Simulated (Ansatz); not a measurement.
# Phases of Hf at 30 GPa

Structure types of Hf are relaxed in primitive cells with their symmetry kept at 30 GPa, first on PAW files, then by LAPW. The enthalpy is E + pV at zero temperature, without zero-point motion. Only the types listed were tried, and differences under about 5 meV/atom are mesh noise.

All numbers are PBE results (scalar-relativistic) from Ansatz 0.2.0, with Fermi–Dirac smearing of 0.08 eV, no spin polarisation. Methods: LAPW: all electrons, basis error target 0.5 meV/atom; PAW: frozen-core files, cutoff 420 eV.

k meshes: fcc 16×16×16, bcc 16×16×16, hcp 15×15×8, sc 14×14×14, diamond 12×12×12, beta tin 15×15×15.

Spin–orbit coupling is left out, which matters for the heavy atoms.

```
start type             ends as          a, b, c (Å)  V (Å³/atom)  H − H(lowest), LAPW (meV/atom)
       fcc          fcc, Fm-3m  4.185, 4.185, 4.185        18.32                            55.1
       bcc          bcc, Im-3m  3.304, 3.304, 3.304        18.04                               ?
       hcp       hcp, P6_3/mmc  2.986, 2.986, 4.778        18.45                             0.0
        sc           sc, Pm-3m  2.677, 2.677, 2.677        19.18                               ?
   diamond      diamond, Fd-3m  5.612, 5.612, 5.612        22.10                          3811.4
  beta tin  beta tin, I4_1/amd  5.133, 5.133, 2.812        18.52                           716.7
```

What belongs in the row "sc", column "H − H(lowest), LAPW (meV/atom)"?

1310.2.

What belongs in the row "bcc", column "H − H(lowest), LAPW (meV/atom)"?

109.3.

Split the lead of hcp over fcc into energy and pV.

For fcc less hcp: ΔE = +79.4 meV/atom, and p·ΔV = 30 GPa × -0.1297 Å³ × 6.242 meV/(GPa·Å³) = -24.3 meV/atom, together 55.1 meV/atom. hcp wins by its internal energy, though it is the less dense.

Would fcc gain on hcp at higher pressure?

Yes: dH/dp = V, and its volume is smaller by 0.13 Å³/atom. Held constant, that would close the gap after about 68 GPa more, a rough figure, since the volume difference changes with pressure.
